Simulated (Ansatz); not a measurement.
# Ba9S8: the cost of one run

Computed with Ansatz 0.2.0 (DFT PBE, scalar-relativistic, plane waves, PAW, unless a step's input says otherwise).

2 further runs of the same task are left out: 1 that didn't finish, 1 set aside as unsound or not needed.

## 1. The structure to begin with

Symmetry: Fm-3m, No. 225, cubic system. The conventional cell has a = 6.429 Å, b = 6.429 Å, c = 6.429 Å, α = 90.00°, β = 90.00°, γ = 90.00°. Ba (site symmetry m-3m) has 6 S at 3.21 Å as nearest neighbours. Around S (site symmetry m-3m) lie 6 Ba at 3.21 Å.

Structure file:

```
Ba S
1.0
     0.00000    3.21426    3.21426
     3.21426    0.00000    3.21426
     3.21426    3.21426    0.00000
Ba S
1 1
Direct
  0.00000 0.00000 0.00000
  0.50000 0.50000 0.50000
```

It goes back to an entry of the Materials Project.

It is the result of an earlier relaxation at this level (volume 33.21 Å³/atom; gap on the mesh: 2.23 eV).

## 2. Relaxing the first end

The supercell's rows are 0 2 0; 0 2 -2; -2 2 0 in vectors of the relaxed cell. Atom 17 is the Ba that will move.

Input file input.yaml:

```yaml
crystal:
  lattice:
    - [6.4285179485, 0.0, 6.4285179485]
    - [0.0, -6.4285179485, 6.4285179485]
    - [6.4285179485, -6.4285179485, 0.0]
  atoms:
    - { symbol: Ba, position: [0.0, 0.5, 0.5] }
    - { symbol: Ba, position: [0.0, 0.0, 0.5] }
    - { symbol: Ba, position: [0.5, 0.5, 0.5] }
    - { symbol: Ba, position: [0.5, 0.0, 0.5] }
    - { symbol: Ba, position: [0.0, 0.5, 1.0] }
    - { symbol: Ba, position: [0.0, 0.0, 1.0] }
    - { symbol: Ba, position: [0.5, 0.5, 1.0] }
    - { symbol: Ba, position: [0.5, 0.0, 1.0] }
    - { symbol: S, position: [0.75, 0.75, 0.25] }
    - { symbol: S, position: [0.75, 0.25, 0.25] }
    - { symbol: S, position: [0.25, 0.75, 0.25] }
    - { symbol: S, position: [0.25, 0.25, 0.25] }
    - { symbol: S, position: [0.75, 0.75, 0.75] }
    - { symbol: S, position: [0.75, 0.25, 0.75] }
    - { symbol: S, position: [0.25, 0.75, 0.75] }
    - { symbol: S, position: [0.25, 0.25, 0.75] }
    - { symbol: Ba, position: [0.3699599251, 0.8850389847, 0.8644216089] }
basis:
  ecutwfc: 420
  xc_grid: 2
kpoints:
  mp_grid: { grid: [2, 2, 2], shift: [0.0, 0.0, 0.0] }
hamiltonian:
  xc: pbe
scf:
  occupations: { method: gaussian, width: 0.02 }
output:
  forces: true
  stress: false
  eigenvalues: true
  write_density: true
  write_potential: true
  elf: true
  volumetric_format: npy
relax:
  adjacent_minimum: "off"
  f_tol: 0.02
  max_steps: 60
```

Run with:

```console
$ ansatz run input.yaml --threads 4 --pin off --max-ram 8192MiB --backend cpu --events-out ev --progress --plain --runs-dir out
```

What time and memory should one allow on 4 threads of Intel Xeon Platinum 8488C (Sapphire Rapids), shared host?

About 33 s, with a peak of 1.6 GiB.
